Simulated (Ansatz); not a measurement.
The system is SnO2 (Cassiterite).

```xyz
6
Lattice="4.7380 0.0000 0.0000 0.0000 4.7380 0.0000 0.0000 0.0000 3.1865" Properties=species:S:1:pos:R:3 pbc="T T T"
Sn    2.3690    2.3690    1.5933
Sn    0.0000    0.0000    0.0000
O     3.8240    0.9140    1.5933
O     3.2830    3.2830    0.0000
O     0.9140    3.8240    1.5933
O     1.4550    1.4550    0.0000
```

Program: Ansatz 0.2.0. Alike in all runs: potentials or basis Ansatz PAW; cell as given; cutoff (eV) 420. Hardware: 2 threads of Intel(R) Xeon(R) Processor @ 2.50GHz (Skylake/Cascade Lake), on a shared host.

Order these runs on this cell by their wall time, lowest first.
A. task band structure; level LDA; spin SOC, no magnetisation; k mesh 5 × 5 × 6; smearing fermi-dirac 0.05 eV; points for each segment of the path 14
B. task single point; level PBE; spin off; k mesh 6 × 6 × 8; smearing gaussian 0.015 eV
C. task band structure; level PBEsol; spin off; k mesh 6 × 6 × 8; smearing fermi-dirac 0.05 eV; points for each segment of the path 14

B (6.5 s), C (16 s), A (140 s).
